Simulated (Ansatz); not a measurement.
**PbI2 (P-3m1): a many-body input that goes wrong, and its mend**

A first try at the G0W0 gap of PbI2 (P-3m1), what the program said, and an input that works.

Main program and level: Ansatz 0.2.0; G0W0 on PBE, plane waves, PAW.

### Step 1. Starting point

It takes space group P-3m1 (No. 164, trigonal). The conventional cell has a = 4.555 Å, b = 4.555 Å, c = 6.977 Å, α = 90.00°, β = 90.00°, γ = 120.00°. Nearest to Pb lie 6 I at 3.21 Å. Nearest to I lie 3 Pb at 3.21 Å. Farther neighbours and most contacts between anions are not listed.

The cell and positions come from the Crystallography Open Database and are kept as given unless a step says otherwise. Spin-orbit coupling is left out unless a step names it. The default PAW set here is soft_2. Its files were made with PBE.

### Step 2. First try

input.yaml reads:

```yaml
crystal:
  lattice:
    - [4.555, 0.0, 0.0]
    - [-2.2775, 3.9447457142, 0.0]
    - [0.0, 0.0, 6.977]
  atoms:
    - { symbol: Pb, position: [0.0, 0.0, 0.0] }
    - { symbol: I, position: [0.3333333333, 0.6666666667, 0.265] }
    - { symbol: I, position: [0.6666666667, 0.3333333333, 0.735] }
kpoints:
  mp_grid: { grid: [6, 6, 2] }
hamiltonian:
  xc: pbe
scf:
  occupations: { method: fixed }
gw:
  n_empty_bands: 132
  ecut_chi: 60
  qp_bands: [v2, c2]
  qp_kpoints: band_edges
  screening: { model: contour_deformation }
  plasmon_pole_fit_frequency: 20
```

Launch:

```bash
$ ansatz run input.yaml --threads 3 --pin off --max-ram 92160MiB --backend cuda --events-out ev --progress --plain --runs-dir out --devices 1 --max-vram 13GiB  # rebuilt from the run's record
```

Numbers of over 12 decimals in the logs are rounded to 6 here.

The program printed:

```text
Error: inconsistent input (gw.plasmon_pole_fit_frequency, gw.screening.model): the fit frequency is the Godby–Needs plasmon-pole model's, and contour deformation fits no pole — remove gw.plasmon_pole_fit_frequency, or set gw.screening.model: godby_needs
```

Run time: 0.06 s. Hardware: 3 threads of AMD EPYC 7R13 (Zen 3), shared host; peak memory 0.043 GiB.

Q: What is the fault?

The program refused the input before any cycle.

The program's message: “Error: inconsistent input (gw.plasmon_pole_fit_frequency, gw.screening.model): the fit frequency is the Godby–Needs plasmon-pole model's, and contour deformation fits no pole — remove gw.plasmon_pole_ …”

The fault: fit frequency beside contour deformation. Contour deformation fits no pole, so the key has no meaning there.

### Step 3. A better input

G0W0 replaces the xc potential by the self-energy, built once from these orbitals. Only a window of levels is corrected, while the sums run over the empty bands that the input names.

Changes to input.yaml since step 2:

```diff
@@ -16,4 +16,4 @@
 gw:
-  n_empty_bands: 132
-  ecut_chi: 60
+  n_empty_bands: 522
+  ecut_chi: 150
   qp_bands: [v2, c2]
@@ -21,2 +21 @@
   screening: { model: contour_deformation }
-  plasmon_pole_fit_frequency: 20
```

The program printed:

```text
GPUs: using 1 of 1 available (devices: 1).
[...]
device memory: the entry about to start is reckoned to put 1.0 GiB on a device that reports 67.0 GiB free (of which the cap on the GPU budget leaves the run 13.0 GiB)
GPU FFT provider: cuFFT
GPU libraries: cuBLAS 13.8.2, cuFFT 12.4.0, cuSOLVER 12.3.4
Crystal: 3 atoms, lattice volume = 125.365 Å³
Basis set: ecut = 420 eV, 2453 PW (Γ)
Bands: 29, of which v1, the nominal top of the filled ones, is band 24 counted from 1 (23 counted from 0)
Symmetry: 12 space group operations
[...]
k-points: 14 of 72
[...]
GPU buffer pool allocated for 49152 grid points (all kernels)
GPU transforms: local potential and band sums: pruned to the plane-wave sphere, on 30×32×48
[...]
SCF iter   1: F=—  HF=-26934.180172 eV  |F-HF|=—  |Δ(HF+E_count)|=         —  Δρ=5.95e-4  dr2=2.74e-4  ethr=1.77e-3  ⟨swp⟩=5.0  Hψ=1594  notcnv=0  defer=37
[...]
0    23      4.2229   -17.3307     1.8642   -14.5222  0.7473     3.2582     3.2786  root
     0    24      4.4461   -17.3332     1.8049   -14.6333  0.7466     3.5329     3.5512  root
     0    25      7.6211    -7.5749    -3.4484   -11.1275  0.7941     7.7254     7.7252  root
     0    26      8.5177    -8.5380    -3.6285   -12.3743  0.7808     8.7262     8.7256  root
     1    23      4.4013   -17.4463     1.7809   -14.7289  0.7508     3.4457     3.4647  root
     1    24      5.1631   -17.2543     1.0575   -15.3454  0.7670     4.2997     4.3117  root
     1    25      7.3786    -7.4350    -3.4527   -10.9899  0.7983     7.4809     7.4808  root
     1    26      8.3310    -8.3270    -3.5254   -12.0476  0.7851     8.5267     8.5262  root
[...]
13    23      4.3867   -17.4043     1.8543   -14.6073  0.7478     3.4239     3.4440  root
    13    24      5.0779   -17.3909     1.2286   -15.2883  0.7633     4.1903     4.2039  root
    13    25      8.5345    -8.0406    -3.5882   -11.8026  0.7852     8.7088     8.7083  root
    13    26      8.5345    -8.0406    -3.5882   -11.8026  0.7852     8.7088     8.7083  root
[key lines of the parts left out:]
SCF converged after 6 iterations
Free energy (F): -26934.179902 eV
Fermi energy:    5.163079 eV
```

Run time: 37 s. Hardware: 1 × NVIDIA H100 80GB HBM3 (shared by 6 runs) with 3 threads; peak memory 2.1 GiB.

Numbers from this step:

| Item | Value |
| --- | --- |
| bands summed | 546 |
| RPA ε∞ on this mesh (eigenvalues) | 4.656, 6.263, 6.263 |
| plane waves in the screening matrix | 535 |
| q-points in the mesh | 72 |
| G0W0 gap on the mesh | 3.169 eV |
| k of the valence top | 0, 0, -0.5 |
| k of the conduction bottom | 0, 0, -0.5 |
| starting gap on the mesh | 2.215 eV |
| Z at the valence top | 0.7670 |
| Z at the conduction bottom | 0.7983 |
| least direct G0W0 gap on the computed points | 3.169 eV |

The gap on the mesh goes from 2.22 eV to 3.17 eV, a correction of +0.95 eV. Between the two edge states, bare exchange in place of the xc potential would open the gap by 5.46 eV, and correlation takes back 4.51 eV.

### Step 4. Outcome

- first try: refused after 0.06 s
- better run: G0W0 gap on the mesh 3.17 eV (6×6×2 mesh, 522 empty bands, screening to 150 eV)

What this shows: The second run differs in: empty bands, screening cutoff (eV) and plasmon pole fit frequency. Bands and cutoff are finite, so the gap is not at the basis limit. The miss can reach some tenths of an eV and take either sign; the mesh is an error of its own. The 6×6×2 mesh is coarse for this cell (its supercell is 14 Å along the shortest edge). The RPA ε∞ on it, from the PBE start, is 4.66 and 6.26; such meshes misread the long-range screening, most where the gap is narrow. Where an edge is built on 6p states of lead, bismuth or thallium, scalar-relativistic gaps usually stand too wide, by a few tenths to over one eV. The many-body steps are scalar-relativistic: spin-orbit coupling is not in them.

[Paths, hosts, dates, memory and timing lines, banners, echoed tables and standing remarks are left out of the program output.]

[Logs are printed without paths, hosts, clocks, repeated set-up lines and the standing remarks that a program may print on its own settings, such as how far it seeks lower states.]

[Runs of the session that timed out or met a known fault of the program may be left out.]

[Cells called generated may have been cut or substituted from an entry of the Crystallography Open Database or the Materials Project.]

[Hosts, paths, dates, database ids (printed as entryN), source tags and the programs' standing remarks are cut or masked in the printed files.]
